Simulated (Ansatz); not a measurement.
Input of an Ansatz 0.2.0 run:

The input input.yaml:

```yaml
crystal:
  lattice:
    - [0.0, 2.56477, 2.56477]
    - [2.56477, 0.0, 2.56477]
    - [2.56477, 2.56477, 0.0]
  atoms:
    - { symbol: Cl, position: [0.5, 0.5, 0.5] }
    - { symbol: Li, position: [0.0, 0.0, 0.0] }
kpoints:
  mp_grid: { grid: [9, 9, 9] }
scf:
  occupations: { method: fermi_dirac, width: 0.05 }
hamiltonian:
  xc: revpbe
  pseudopotentials: { kind: all_electron, lapw: { basis_error: 0.001 } }
output:
  forces: true
  stress: true
relax:
  f_tol: 0.02
  max_steps: 60
  cell: {}
```

Potentials or basis: all-electron LAPW, scalar-relativistic.

Command:

```console
$ ansatz run input.yaml --threads 1 --pin off --max-ram 3072MiB --backend cpu --events-out ev --progress --plain --runs-dir out
```

**Question.** Predict the space group after relaxing (to 0.05 Å).

**Answer.** Fm-3m (No. 225).

**Question.** What does it give for the relaxed cell?

**Answer.** a = 3.709 Å, b = 3.709 Å, c = 3.709 Å, α = 60.00°, β = 60.00°, γ = 60.00°.

Step by step:
```tsv
step	energy change (eV)	largest force (eV/Å)	volume (Å³)
1	0.0000	0.0000	33.74
2	-0.0128	0.0000	35.24
3	-0.0146	0.0000	36.00
4	-0.0146	0.0000	36.09
5	-0.0146	0.0000	36.09
```

 Zero-point motion and thermal expansion aren't in these numbers.
